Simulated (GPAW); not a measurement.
## TiCo in GPAW: the effect of starting spin order

Crystal: TiCo.

```
CELL_PARAMETERS angstrom
2.98611 0.00000 0.00000
0.00000 2.98611 0.00000
0.00000 0.00000 2.98611
ATOMIC_POSITIONS crystal
Co 0.50000 0.50000 0.50000
Ti 0.00000 0.00000 0.00000
```

The cell comes from a database or a generator and needn't be the stable form of this composition.

Alike in all runs:

| Item | Value |
| --- | --- |
| Program | GPAW 26.7.0 |
| Task | single point |
| Functional | PBEsol |
| Potentials or basis | PAW data sets generated in the run's folder for this functional |
| Cutoff | 600 eV |
| Basis | pw |
| k mesh | 9 × 9 × 9 |
| Occupations | fermi-dirac, width 0.05 eV |

| starting spin order | spin | starting moments | energy over the lowest run (meV/atom) | final net moment (μB) | final largest site moment (μB) |
| --- | --- | --- | --- | --- | --- |
| nm | no spin polarisation | - | ? | ? | ? |
| fm | collinear spin, ferromagnetic start | [2.0, 1.0] μB | 0.0 | 0.71 | 0.77 |
| afm | collinear spin, antiferromagnetic start | [2.0, -1.0] μB | 0.0 | 0.71 | 0.77 |
| fm  larger moments | collinear spin, ferromagnetic start | [3.5, 2.5] μB | 0.0 | 0.71 | 0.77 |
| afm larger moments | collinear spin, antiferromagnetic start | [3.5, -2.5] μB | 0.0 | 0.71 | 0.77 |

What does the run with starting spin order nm give?

Energy over the lowest run 18.3 meV/atom; final net moment 0.00 μB; final largest site moment 0.00 μB.
